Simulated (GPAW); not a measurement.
# Sn (Immm) in GPAW: relaxation of cell and atoms with PBEsol

Aim: the relaxation of cell and atoms of Sn with PBEsol.

All numbers are computed with GPAW 26.7.0; they aren't measurements. Logs are shortened: lines on timing, memory, paths and dates and some standing lists are left out, and cuts for length are marked. The log counts tension as positive stress, the text compression.

### Step 1. Starting point

The structure is orthorhombic, space group Immm (No. 71). The conventional cell has a = 3.453 Å, b = 3.551 Å, c = 4.677 Å, α = 90.00°, β = 90.00°, γ = 90.00°. Sn (site symmetry mmm) has 12 Sn at 3.41 to 3.55 Å as nearest neighbours.

This isn't the form of Sn at room conditions, which is tetragonal (white tin).

### Step 2. Relaxation of cell and atoms, PBEsol, target pressure 30 GPa, at which the enthalpy is minimised

Input file run.py:

```python
from ase import Atoms
from ase.filters import FrechetCellFilter
from ase.io import write
from ase.optimize import BFGS
from ase.units import GPa
from gpaw import GPAW, PW, setup_paths

setup_paths.insert(0, '.')

atoms = Atoms(['Sn'],
              cell=[[-1.726539, 1.775547, 2.338342],
                    [1.726539, -1.775547, 2.338342],
                    [1.726539, 1.775547, -2.338342]],
              scaled_positions=[[0.0, 0.0, 0.0]],
              pbc=True)

calc = GPAW(mode=PW(600),
            xc='PBEsol',
            kpts={'size': (8, 8, 8), 'gamma': True},
            occupations={'name': 'fermi-dirac', 'width': 0.05},
            nbands=14,
            convergence={'density': 1e-05, 'forces': 0.0001},
            maxiter=150,
            txt='gpaw.txt')
atoms.calc = calc
opt = BFGS(FrechetCellFilter(atoms, scalar_pressure=30 * GPa), trajectory='relax.traj', logfile='-')
done = opt.run(fmax=0.02, steps=60)
calc.write('gs.gpw')
write('result.traj', atoms)
print('Converged:', done)
print('Cell:', atoms.cell.cellpar().round(4))
print('Volume:', round(atoms.get_volume(), 4))
print(atoms.get_scaled_positions().round(5))
```

Potentials or basis: PAW data sets generated in the run's folder for this functional, pw.

Launch:

```bash
> gpaw-setup -f PBEsol Sn
> OMP_NUM_THREADS=1 python run.py
```

gpaw.txt:

```text
__  _  _
 | _ |_)|_||  |
 |__||  | ||/\| - 26.7.0

Input parameters:
  mode=PW(ecut=600.0),
  convergence={'density': 1e-05, 'forces': 0.0001},
  kpts=MonkhorstPack(size=(8, 8, 8), gamma=True),
  maxiter=150,
  nbands=14,
  occupations=Occupations(name='fermi-dirac', width=0.05),
  xc=XC(name='PBEsol')

Diagonalizing LCAO Hamiltonian
Converting LCAO to pw mode

       Sn

Atoms  # Å, Bohr magnetons
|   | symbol |        x |        y |        z |    initial magnetic moments |
|---|--------|----------|----------|----------|-----------------------------|
| 0 |     Sn | 0.000000 | 0.000000 | 0.000000 | ( 0.0000,  0.0000,  0.0000) |

Unit cell  # Å
| periodic |         x |         y |         z |  lengths |     angles |
|----------|-----------|-----------|-----------|----------|------------|
|      yes | -1.726539 |  1.775547 |  2.338342 | 3.406075 | 119.084898 |
|      yes |  1.726539 | -1.775547 |  2.338342 | 3.406075 | 117.162588 |
|      yes |  1.726539 |  1.775547 | -2.338342 | 3.406075 |  93.289317 |
[... 172 lines left out ...]
No gap
No difference between direct/indirect transitions

Stress tensor  # eV/Ang^3
|        x |        y |        z |
|----------|----------|----------|
| 0.024658 | 0.000000 | 0.000000 |
| 0.000000 | 0.021101 | 0.000000 |
| 0.000000 | 0.000000 | 0.027852 |

Forces  # eV/Ang
|       x |       y |        z |
|---------|---------|----------|
| 0.00000 | 0.00000 | -0.00000 |  # Sn   0

Interpolating wave functions to new cell

       Sn
[... 405 lines left out ...]
       Sn

Atoms  # Å, Bohr magnetons
|   | symbol |        x |        y |        z |    initial magnetic moments |
|---|--------|----------|----------|----------|-----------------------------|
| 0 |     Sn | 0.000000 | 0.000000 | 0.000000 | ( 0.0000,  0.0000,  0.0000) |

Unit cell  # Å
| periodic |         x |         y |         z |  lengths |     angles |
|----------|-----------|-----------|-----------|----------|------------|
|      yes | -1.532250 |  1.594762 |  2.051175 | 3.016352 | 118.941088 |
|      yes |  1.532250 | -1.594762 |  2.051175 | 3.016352 | 116.163913 |
|      yes |  1.532250 |  1.594762 | -2.051175 | 3.016352 |  94.309800 |
[... 175 lines left out ...]
Stress tensor  # eV/Ang^3
|         x |         y |         z |
|-----------|-----------|-----------|
| -0.186931 | -0.000000 |  0.000000 |
| -0.000000 | -0.202900 |  0.000000 |
|  0.000000 |  0.000000 | -0.167889 |

Forces  # eV/Ang
|       x |       y |        z |
|---------|---------|----------|
| 0.00000 | 0.00000 | -0.00000 |  # Sn   0

Interpolating wave functions to new cell

       Sn
[... 186 lines left out ...]
Stress tensor  # eV/Ang^3
|         x |         y |         z |
|-----------|-----------|-----------|
| -0.188814 | -0.000000 |  0.000000 |
| -0.000000 | -0.194265 |  0.000000 |
|  0.000000 |  0.000000 | -0.169371 |

Forces  # eV/Ang
|       x |        y |       z |
|---------|----------|---------|
| 0.00000 | -0.00000 | 0.00000 |  # Sn   0

Interpolating wave functions to new cell

       Sn
[... 401 lines left out ...]
       Sn

Atoms  # Å, Bohr magnetons
|   | symbol |         x |        y |         z |    initial magnetic moments |
|---|--------|-----------|----------|-----------|-----------------------------|
| 0 |     Sn | -0.000000 | 0.000000 | -0.000000 | ( 0.0000,  0.0000,  0.0000) |

Unit cell  # Å
| periodic |         x |         y |         z |  lengths |     angles |
|----------|-----------|-----------|-----------|----------|------------|
|      yes | -1.594770 |  1.671809 |  1.860043 | 2.966142 | 114.951304 |
|      yes |  1.594770 | -1.671809 |  1.860043 | 2.966142 | 111.385451 |
|      yes |  1.594770 |  1.671809 | -1.860043 | 2.966142 | 102.328234 |
[... 579 lines left out ...]
Stress tensor  # eV/Ang^3
|         x |         y |         z |
|-----------|-----------|-----------|
| -0.253191 | -0.000000 | -0.000000 |
| -0.000000 | -0.254270 | -0.000000 |
| -0.000000 | -0.000000 | -0.288463 |

Forces  # eV/Ang
|       x |       y |        z |
|---------|---------|----------|
| 0.00000 | 0.00000 | -0.00000 |  # Sn   0

Interpolating wave functions to new cell

       Sn
[... 188 lines left out ...]
Stress tensor  # eV/Ang^3
|         x |         y |         z |
|-----------|-----------|-----------|
| -0.177207 | -0.000000 | -0.000000 |
| -0.000000 | -0.178200 |  0.000000 |
| -0.000000 |  0.000000 | -0.209496 |

Forces  # eV/Ang
|       x |       y |        z |
|---------|---------|----------|
| 0.00000 | 0.00000 | -0.00000 |  # Sn   0

Interpolating wave functions to new cell

       Sn

Atoms  # Å, Bohr magnetons
|   | symbol |        x |         y |        z |    initial magnetic moments |
|---|--------|----------|-----------|----------|-----------------------------|
| 0 |     Sn | 0.000000 | -0.000000 | 0.000000 | ( 0.0000,  0.0000,  0.0000) |

Unit cell  # Å
| periodic |         x |         y |         z |  lengths |     angles |
|----------|-----------|-----------|-----------|----------|------------|
|      yes | -1.436398 |  1.666208 |  2.132419 | 3.063772 | 124.082821 |
|      yes |  1.436398 | -1.666208 |  2.132419 | 3.063772 | 114.108880 |
|      yes |  1.436398 |  1.666208 | -2.132419 | 3.063772 |  91.784329 |
[... 190 lines left out ...]
       Sn

Atoms  # Å, Bohr magnetons
|   | symbol |        x |        y |        z |    initial magnetic moments |
|---|--------|----------|----------|----------|-----------------------------|
| 0 |     Sn | 0.000000 | 0.000000 | 0.000000 | ( 0.0000,  0.0000,  0.0000) |

Unit cell  # Å
| periodic |         x |         y |         z |  lengths |     angles |
|----------|-----------|-----------|-----------|----------|------------|
|      yes | -1.626308 |  1.673649 |  1.827534 | 2.964095 | 113.448458 |
|      yes |  1.626308 | -1.673649 |  1.827534 | 2.964095 | 111.245302 |
|      yes |  1.626308 |  1.673649 | -1.827534 | 2.964095 | 103.869687 |
[... 176 lines left out ...]
Stress tensor  # eV/Ang^3
|         x |         y |         z |
|-----------|-----------|-----------|
| -0.183998 | -0.000000 | -0.000000 |
| -0.000000 | -0.172844 | -0.000000 |
| -0.000000 | -0.000000 | -0.182389 |

Forces  # eV/Ang
|       x |       y |        z |
|---------|---------|----------|
| 0.00000 | 0.00000 | -0.00000 |  # Sn   0

Interpolating wave functions to new cell

       Sn
[... 737 lines left out ...]
SCF iterations
|iter     | |      energy | eigst |  dens |force |
|---------|-|-------------|-------|-------|------|
|iter:   1| |   -4.013016 | -4.84 |       |      |
|iter:   2| |   -4.013016 | -7.48c| -4.03 |      |
|iter:   3| |   -4.013016c| -7.66c| -4.06 |      |
|iter:   4| |   -4.013016c| -8.07c| -4.68 |      |
|iter:   5| |   -4.013016c| -8.05c| -5.10c|      |
|iter:   6| |   -4.013016c| -8.63c| -6.06c|-27.19c|

Converged in 6 steps
Energy contributions relative to reference atoms: (reference = -167935.903346)
[... 237 lines left out ...]
Stress tensor  # eV/Ang^3
|         x |         y |         z |
|-----------|-----------|-----------|
| -0.190355 | -0.000000 | -0.000000 |
| -0.000000 | -0.179131 |  0.000000 |
| -0.000000 |  0.000000 | -0.190746 |

Forces  # eV/Ang
|       x |        y |        z |
|---------|----------|----------|
| 0.00000 | -0.00000 | -0.00000 |  # Sn   0

Interpolating wave functions to new cell

       Sn
[... 387 lines left out ...]
Stress tensor  # eV/Ang^3
|         x |         y |         z |
|-----------|-----------|-----------|
| -0.191034 |  0.000000 | -0.000000 |
|  0.000000 | -0.185774 | -0.000000 |
| -0.000000 | -0.000000 | -0.192504 |

Forces  # eV/Ang
|        x |        y |       z |
|----------|----------|---------|
| -0.00000 | -0.00000 | 0.00000 |  # Sn   0

Interpolating wave functions to new cell

       Sn
[... 387 lines left out ...]
Stress tensor  # eV/Ang^3
|         x |         y |         z |
|-----------|-----------|-----------|
| -0.187248 |  0.000000 | -0.000000 |
|  0.000000 | -0.186685 | -0.000000 |
| -0.000000 | -0.000000 | -0.187499 |

Forces  # eV/Ang
|        x |       y |        z |
|----------|---------|----------|
| -0.00000 | 0.00000 | -0.00000 |  # Sn   0

# Writing to gs.gpw (mode='')
```

Wall time 3.2 min (1 thread of Intel Xeon 6975P-C (Granite Rapids), shared host); peak memory 0.24 GiB.

What came out:

- Free energy: -4.0087 eV
- Relaxed volume: 19.77 Å³/atom
- Relaxed cell: a = 2.957 Å, b = 2.957 Å, c = 2.957 Å, α = 112.51°, β = 112.04°, γ = 104.00°
- Space group after relaxing (to 0.05 Å): I4/mmm (No. 139)
- Energy change on relaxing (the enthalpy is what falls): +414.5 meV/atom
- Ionic steps: 22
- Pressure after relaxing: 30.0 GPa
- Band gap on the k mesh: none (metal or under the smearing width)

The path:
| step | energy change (eV) | largest force (eV/Å) | pressure (GPa) | volume (Å³) |
| --- | --- | --- | --- | --- |
| 1 | 0.0000 | 0.0000 | -3.93 | 28.67 |
| 2 | 0.1371 | 0.0000 | 15.20 | 22.10 |
| 3 | 0.5567 | 0.0000 | 36.62 | 19.36 |
| 4 | 0.4102 | 0.0000 | 29.79 | 20.05 |
| 5 | 0.4020 | 0.0000 | 29.50 | 20.07 |
| 6 | 0.4059 | 0.0000 | 29.63 | 20.02 |
| 7 | 0.4049 | 0.0000 | 29.67 | 19.96 |
| 8 | 0.4082 | 0.0000 | 29.64 | 19.84 |
| 9 | 0.4169 | 0.0000 | 29.97 | 19.77 |
| 10 | 0.6773 | 0.0000 | 42.51 | 18.70 |
| 11 | 0.4409 | 0.0000 | 30.17 | 19.70 |
| 12 | 0.4193 | 0.0000 | 28.14 | 20.41 |
| 13 | 0.3917 | 0.0000 | 28.80 | 19.90 |
| 14 | 0.4014 | 0.0000 | 29.25 | 19.85 |
| 15 | 0.4054 | 0.0000 | 29.46 | 19.82 |
| 16 | 0.4078 | 0.0000 | 29.59 | 19.81 |
| 17 | 0.4085 | 0.0000 | 29.62 | 19.81 |
| 18 | 0.4146 | 0.0000 | 29.92 | 19.77 |
| 19 | 0.4200 | 0.0000 | 30.20 | 19.74 |
| 20 | 0.4239 | 0.0000 | 30.40 | 19.72 |
| 21 | 0.4211 | 0.0000 | 30.29 | 19.74 |
| 22 | 0.4145 | 0.0000 | 29.98 | 19.77 |

Final structure:
```yaml
crystal:
  lattice:
    - [-1.64276, 1.65269, 1.82057]
    - [1.64276, -1.65269, 1.82057]
    - [1.64276, 1.65269, -1.82057]
  atoms:
    - { symbol: Sn, position: [0.00000, 0.00000, 0.00000] }
```

Levels at points of the mesh, in eV from the Fermi level:
```
           k point  band 4  band 5  band 6  band 7  band 8  band 9  band 10
(0.00, 0.00, 0.00)  -21.46  -21.36  -13.72   10.89   11.27   11.42    11.99
(0.50, 0.00, 0.00)  -21.38  -21.19   -7.01   -6.34    5.62    7.31    10.41
(0.50, 0.00, 0.50)  -21.37  -21.19   -6.94   -6.31    5.51    7.17    10.28
(0.50, 0.50, 0.00)  -21.35  -21.16   -6.07   -5.93    3.87    5.17     8.46
(0.50, 0.50, 0.50)  -21.22  -21.21   -2.35   -0.80   -0.05    0.12     4.01
```

Caveat: later steps reuse the first step's grids; the volume moved by over 15 % at a fixed basis, so the end points are rough.

### Step 3. The reference run

An earlier run on the cell as given: functional PBEsol; potentials or basis PAW data sets generated in the run's folder for this functional; cutoff 600 eV; basis pw; k mesh 11 × 11 × 11; occupations fermi-dirac, width 0.05 eV; no spin polarisation.

* Pressure: -3.8 GPa
* Band gap on the k mesh: none (metal or under the smearing width)
